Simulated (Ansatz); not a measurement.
**InSb (Pmmn)**

These are results of DFT PBE, scalar-relativistic, plane waves, PAW in Ansatz, not measurements.

Settings: cutoff 420 eV, Γ-centred mesh 8×8×14 on the computed 4-atom cell, Gaussian smearing of 0.10 eV; no spin polarisation.

The structure is relaxed at this level of theory with its symmetry kept. This form isn't the usual stable structure of the compound.

```yaml
crystal:
  lattice:
    - [5.92458, 0.00000, 0.00000]
    - [0.00000, 5.95100, 0.00000]
    - [0.00000, 0.00000, 3.22803]
  atoms:
    - { symbol: In, position: [0.00000, 0.00000, 0.01118] }
    - { symbol: In, position: [0.50000, 0.50000, 0.98882] }
    - { symbol: Sb, position: [0.00000, 0.50000, 0.26042] }
    - { symbol: Sb, position: [0.50000, 0.00000, 0.73958] }
```

(1) Formation energy from the elements' standard states (uncorrected)?

(2) Density of states at the Fermi level?

(3) Löwdin character within 0.5 eV of the Fermi level?

(4) Bader charges (e)?

Spin-orbit coupling is left out, which matters for the bands of heavy elements.

## Answers

(1) +0.009 eV/atom.

(2) 1.76 states/eV per cell.

(3) Sb 5p 50 %, In 5p 27 %, In 5s 15 %.

(4) In (2 in the cell) 0.30, Sb (2 in the cell) -0.30.